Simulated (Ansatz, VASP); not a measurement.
ZrC: VASP beside Ansatz

```xyz
2
Lattice="0.0000 2.3543 2.3543 2.3543 0.0000 2.3543 2.3543 2.3543 0.0000" Properties=species:S:1:pos:R:3 pbc="T T T"
Zr    2.3543    2.3543    2.3543
C     0.0000    0.0000    0.0000
```

Alike in both runs: functional PBE; k mesh 16 × 16 × 16; occupations gaussian, width 0.1 eV; no spin polarisation.

Ansatz relaxed the structure, and its values are those at the end. VASP's run is a single point on that final structure, the one shown.

|  | VASP | Ansatz |
| --- | --- | --- |
| version | VASP 6.6.1 | Ansatz 0.2.0 |
| potentials or method | VASP PAW PBE potentials, release 64 (Zr_sv, C) | scalar-relativistic, plane waves, PAW |
| plane-wave cutoff (eV) | 520 | 420 |
| valence electrons in the cell | 16 | 16 |

VASP gave:

| Property | Result |
| --- | --- |
| gap on the k mesh at the Fermi level (eV) | none |
| pressure (GPa) | 0.2 |

Task: What did Ansatz give for the same quantities?

Result: gap on the k mesh at the Fermi level (eV): none; pressure (GPa): 0.0.

A gap of «none» marks a metal or a gap that the smearing closes. With one functional, cell and mesh, what is left measures potentials, basis and numerics.
